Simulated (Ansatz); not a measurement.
## Two Ansatz runs on Sc

The cell is COD entry 9008483, as deposited and not checked against the literature; nothing was relaxed. The listed cell was then made from it by scaling, straining or moving an atom.

First run: DFT, LDA, all-electron LAPW, scalar-relativistic (Ansatz 0.2.0).

Command: `ansatz run input.yaml --threads 1 --pin off --max-ram 2048MiB --backend cpu --events-out ev --progress --plain --runs-dir out` The run took 3.9 s on 1 thread of Arm Neoverse V1, with other jobs on the host, peak memory 0.23 GiB.

```yaml
crystal:
  lattice:
    - [0.0, 2.3003784264, 2.3003784264]
    - [2.3003784264, 0.0, 2.3003784264]
    - [2.3003784264, 2.3003784264, 0.0]
  atoms:
    - { symbol: Sc, position: [0.0, 0.0, 0.0] }
kpoints:
  mp_grid: { grid: [12, 12, 12] }
scf:
  occupations: { method: fermi_dirac, width: 0.03 }
hamiltonian:
  xc: lda
  pseudopotentials: { kind: all_electron, lapw: { basis_error: 0.00025 } }
output:
  forces: true
  stress: true
  eigenvalues: true
```

Result: converged; pressure -4.27 GPa; 6 SCF iterations.

Spin polarisation is left out, and whether a magnetic state lies lower isn't shown here.

The input is then changed:

```diff
@@ -9,5 +9,5 @@
   mp_grid: { grid: [12, 12, 12] }
 scf:
-  occupations: { method: fermi_dirac, width: 0.03 }
+  occupations: { method: gaussian, width: 0.05 }
 hamiltonian:
   xc: lda
```

**Question.** What does the second run give?

**Answer.** It converged; energy at zero smearing -0.1 meV/atom from the first run; pressure -4.26 GPa; 6 SCF iterations.
